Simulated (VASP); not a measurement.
# Ag (Im-3m) in VASP: further runs, part 2 of 2

VASP 6.6.1.

## 4. Single point, r2SCAN

POSCAR reads:

```
Ag
1.0
    3.7816700517      0.0000000000      0.0000000000
   -1.8908350259      3.2750223335      0.0000000000
    0.0000000000      0.0000000000      4.2904312645
Ag
3
Direct
    0.2254000000      0.0000000000      0.3333333333
    0.0000000000      0.2254000000      0.6666666667
    0.7746000000      0.7746000000      0.0000000000
```

INCAR.step1 reads:

```
SYSTEM = Ag
ALGO     = Normal         ! electronic algorithm
EDIFF    = 1E-4           ! SCF threshold, eV
ENCUT    = 520            ! plane-wave cutoff, eV
GGA      = PE             ! functional
ISMEAR   = 0              ! smearing method
LASPH    = .True.         ! aspherical terms in the spheres
LCHARG   = .False.        ! write CHGCAR
LREAL    = .False.        ! projectors in reciprocal space
LWAVE    = .True.         ! write WAVECAR
NBANDS   = 24             ! bands
NELM     = 100            ! most SCF steps
PREC     = Accurate       ! precision mode
SIGMA    = 0.1            ! smearing width, eV
```

INCAR.step2 reads:

```
SYSTEM = Ag
ALGO     = Normal         ! electronic algorithm
EDIFF    = 1E-6           ! SCF threshold, eV
ENCUT    = 520            ! plane-wave cutoff, eV
ISIF     = 2              ! what is computed and relaxed
ISMEAR   = 0              ! smearing method
ISTART   = 1            
LASPH    = .True.         ! aspherical terms in the spheres
LCHARG   = .False.        ! write CHGCAR
LMIXTAU  = .True.       
LREAL    = .False.        ! projectors in reciprocal space
LWAVE    = .False.        ! write WAVECAR
METAGGA  = R2SCAN         ! meta-GGA
NBANDS   = 24             ! bands
NELM     = 100            ! most SCF steps
PREC     = Accurate       ! precision mode
SIGMA    = 0.1            ! smearing width, eV
```

KPOINTS reads:

```
k-points
0
Gamma
  6 6 4
  0 0 0
```

Potentials or basis: VASP PAW PBE potentials, release 64 (Ag).

Started as:

```console
> cat potpaw_PBE.64/Ag/POTCAR > POTCAR
> cp INCAR.step1 INCAR
> mpirun -np 1 vasp_std > vasp.out
> cp INCAR.step2 INCAR
> mpirun -np 1 vasp_std > vasp.out
```

OUTCAR:

```text
SYSTEM = Ag
   EDIFF = 1E-6
   ENCUT = 520
   ISIF = 2
   ISMEAR = 0
   ISTART = 1
   LASPH = .True.
   LREAL = .False.
   METAGGA = R2SCAN
   NELM = 100
   PREC = Accurate

 ion  position               nearest neighbor table
   1  0.225  0.000  0.333-   3 2.06   2 2.06   3 2.98   3 2.98   2 2.98   2 2.98   2 3.22   3 3.22

   2  0.000  0.225  0.667-   3 2.06   1 2.06   3 2.98   3 2.98   1 2.98   1 2.98   1 3.22   3 3.22

   3  0.775  0.775  0.000-   1 2.06   2 2.06   2 2.98   1 2.98   1 2.98   2 2.98   1 3.22   2 3.22

  LATTYP: Found a hexagonal cell.
 ALAT       =     3.7816700517
 C/A-ratio  =     1.1345334749

  Lattice vectors:

 A1 = (   3.7816700517,   0.0000000000,   0.0000000000)
 A2 = (  -1.8908350259,   3.2750223335,   0.0000000000)
 A3 = (   0.0000000000,   0.0000000000,   4.2904312645)

Analysis of symmetry for initial positions (statically):
=====================================================================
 Subroutine PRICEL returns:
 Original cell was already a primitive cell.

[... 169 lines left out ...]
  free energy    TOTEN  =       -55.62544400 eV

  energy without entropy =      -55.62350870  energy(sigma->0) =      -55.62447635

 E-fermi :   8.2285     XC(G=0): -12.4611

 val. band max:        8.0238002859   @ k =   0.0000   0.1667   0.2500
 cond. band min:       8.3284563643   @ k =  -0.1667   0.5000   0.2500
 fundamental gap:      0.3046560784
 Fermi energy:         8.2285484948

 k-point     1 :       0.0000    0.0000    0.0000
  band No.  band energies     occupation
      1      -0.2899      2.00000
      2      -0.2899      2.00000
      3       0.4034      2.00000
      4       0.4480      2.00000
      5       0.4640      2.00000
      6       0.4640      2.00000
[... 637 lines left out ...]
     23      24.9417      0.00000
     24      24.9417      0.00000

------------------------ aborting loop because EDIFF is reached ----------------------------------------

  FORCE on cell =-STRESS in cart. coord.  units (eV):
  Direction    XX          YY          ZZ          XY          YZ          ZX
  --------------------------------------------------------------------------------------
  -------------------------------------------------------------------------------------
  Total       17.9777586     17.9777586     35.9140344     -0.0000000      0.0000000      0.0000000
  in kB      542.0598957    542.0598957   1082.8690177     -0.0000000      0.0000000      0.0000000
  external PRESSURE =     722.3296030 kB  Pullay stress =       0.0000000 kB

 VOLUME and BASIS-vectors are now :
 -----------------------------------------------------------------------------
  energy-cutoff  :      520.00
  volume of cell :       53.14
      direct lattice vectors                 reciprocal lattice vectors
     3.781670052  0.000000000  0.000000000     0.264433435  0.152670715  0.000000000
    -1.890835026  3.275022333  0.000000000     0.000000000  0.305341429  0.000000000
     0.000000000  0.000000000  4.290431264     0.000000000  0.000000000  0.233076802

 POSITION                                       TOTAL-FORCE (eV/Angst)
 -----------------------------------------------------------------------------------
      0.85239      0.00000      1.43014        15.593828      0.000000      0.000000
     -0.42619      0.73819      2.86029        -7.796914     13.504652     -0.000000
      1.46464      2.53683      0.00000        -7.796914    -13.504652     -0.000000
 -----------------------------------------------------------------------------------
    total drift:                                0.000040      0.000069     -0.000000

  FREE ENERGIE OF THE ION-ELECTRON SYSTEM (eV)
  ---------------------------------------------------
  free  energy   TOTEN  =       -55.6254439979 eV

  energy  without entropy=      -55.6235086997  energy(sigma->0) =      -55.62447635
```

OUTCAR.step1:

```text
SYSTEM = Ag
   EDIFF = 1E-4
   ENCUT = 520
   GGA = PE
   ISMEAR = 0
   LASPH = .True.
   LREAL = .False.
   NELM = 100
[... 873 lines left out ...]
      0.85239      0.00000      1.43014        15.507528      0.000000      0.000000
     -0.42619      0.73819      2.86029        -7.753764     13.429913     -0.000000
      1.46464      2.53683      0.00000        -7.753764    -13.429913     -0.000000
 -----------------------------------------------------------------------------------
    total drift:                                0.000003      0.000004     -0.000000

  FREE ENERGIE OF THE ION-ELECTRON SYSTEM (eV)
  ---------------------------------------------------
  free  energy   TOTEN  =         0.3952822154 eV

  energy  without entropy=        0.3973761460  energy(sigma->0) =        0.39632918
```

Wall time 67 s (1 thread of Intel Xeon Platinum 8488C (Sapphire Rapids), shared host); peak memory 0.17 GiB.

What came out:

| Property | Result |
| --- | --- |
| Free energy | -55.6254 eV |
| Pressure | 72.2 GPa |
| Largest force | 15.594 eV/Å |
| Band gap on the k mesh | none (metal or under the smearing width) |

Forces in eV/Å, atoms in the order of the input:
```
Ag   15.594   0.000   0.000
Ag   -7.797  13.505   0.000
Ag   -7.797 -13.505   0.000
```

Levels at points of the mesh, in eV from the Fermi level:
```tsv
k point	band 14	band 15	band 16	band 17	band 18	band 19	band 20	band 21
(0.00, 0.00, 0.00)	-2.89	-2.70	-2.13	3.21	3.21	9.07	9.43	9.43
(0.50, 0.00, 0.00)	-3.35	-2.43	-2.09	-1.75	4.67	5.20	6.90	7.42
(0.00, 0.00, 0.50)	-3.18	-2.70	-1.80	-1.80	9.57	9.57	9.69	11.17
(0.50, 0.00, 0.50)	-2.84	-2.59	-1.14	-0.26	0.63	1.72	6.64	7.43
```

Caveat: the k mesh is coarse (spacing up to 0.37 Å⁻¹), so the values aren't converged; a pressure of tens of GPa on the cell as given is suspect, and the run, the potentials or the cell itself is likely at fault; the PAW data sets were made with another functional, which shifts forces and pressure a little.

## 5. The runs side by side

| task | cell | k mesh | cutoff (eV) | mesh quality | gap on the mesh (eV) | pressure (GPa) |
| --- | --- | --- | --- | --- | --- | --- |
| single point | Im-3m, 17.43 Å³/atom | 9 × 9 × 9 | 520 | not flagged | none | 0.1 |
| relaxation of cell and atoms | relaxed | 9 × 9 × 9 | 600 | not flagged | none | 0.2 |
| single point | P3_121, 17.71 Å³/atom | 6 × 6 × 4 | 520 | coarse | none | 72.2 |

Alike in all rows: level r2SCAN; potentials or basis VASP PAW PBE potentials, release 64 (Ag); no spin polarisation; smearing gaussian 0.1 eV.

Caveats: some runs use coarse meshes; the PAW data sets were made with another functional, which shifts forces and pressure a little; a pressure of tens of GPa on the cell as given is suspect, and the run, the potentials or the cell itself is likely at fault (some runs).

Absolute energies hang on the potentials; compare differences alone.
